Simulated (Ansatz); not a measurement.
```
CELL_PARAMETERS angstrom
0.00000 2.28000 2.28000
2.28000 0.00000 2.28000
2.28000 2.28000 0.00000
ATOMIC_POSITIONS crystal
Na 0.00000 0.00000 0.00000
F 0.50000 0.50000 0.50000
```

* datasets: all-electron datasets in plane waves (scalar-relativistic, Gaussian nuclei)
* k mesh: 4×4×4
* empty bands: 153
* response cutoff: 200 eV
* frequencies: contour deformation
* q → 0 term: analytic weight of Carrier, Rohra and Görling
* band sums: cut at the band count

A G0W0 run in Ansatz gave a mean-field gap (direct at Γ) of 7.41 eV and a quasiparticle gap of 11.37 eV, with ε∞ = 1.7 on this mesh.

(1) Which functional supplied the orbitals?
A. PBE
B. r²SCAN

Results:

(1) B. For comparison, on the same cell, mesh, edges, bands and response cutoff: PBE 6.58 → 10.94 eV. Wave cutoffs: PBE 3300 eV, r²SCAN 3300 eV.

The cell is a model at fixed atoms and needn't be the relaxed known crystal. The mesh is coarse, so these are values at the stated settings, not converged ones. Band sums or response are cut, so the gap isn't at its basis limit. With r²SCAN or HSE06 the Kohn-Sham levels are generalised ones.
